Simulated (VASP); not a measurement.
Crystal: BaTiO3.

```
Ba Ti O
1.0
     2.82799    1.63274    2.31744
    -2.82799    1.63274    2.31744
     0.00000   -3.26548    2.31744
Ba Ti O
1 1 3
Direct
  0.00021 0.00021 0.00021
  0.51216 0.51216 0.51216
  0.48866 0.98140 0.48866
  0.48866 0.48866 0.98140
  0.98140 0.48866 0.48866
```

The cell is a database's computed one.

Base run:

- Program: VASP 6.6.1
- Functional: PBEsol
- Potentials or basis: VASP PAW PBE potentials, release 64 (Ba_sv, Ti_sv, O_h)
- Cutoff: 900 eV
- k mesh: 6 × 6 × 6
- Occupations: gaussian, width 0.02 eV
- Spin: no spin polarisation

Its results: band gap on the k mesh 2.28 eV, indirect (least direct gap 2.66 eV); pressure -0.4 GPa; largest force 0.031 eV/Å.

Problem. The run is repeated on the same cell with these changes: potentials or basis from VASP PAW PBE potentials, release 64 (Ba_sv, Ti_sv, O_h) to VASP PAW PBE potentials, release 64 (Ba_sv, Ti_sv, O); cutoff from 900 eV to 520 eV; k mesh from 6 × 6 × 6 to 9 × 9 × 9. What comes out?

Solution. Band gap on the k mesh 2.31 eV, indirect (least direct gap 2.65 eV); pressure 0.1 GPa; largest force 0.005 eV/Å.

Caveats: the PAW data sets were made with another functional, which shifts forces and pressure a little; spin-orbit coupling is left out, which moves the levels of the heavy elements; the cutoff is under 1.25 times the usual one of these potentials, so pressure, stress and relaxed cells hold a basis-set (Pulay) error (some runs); an odd mesh through Γ misses points on the zone boundary, where band edges often lie (some runs).
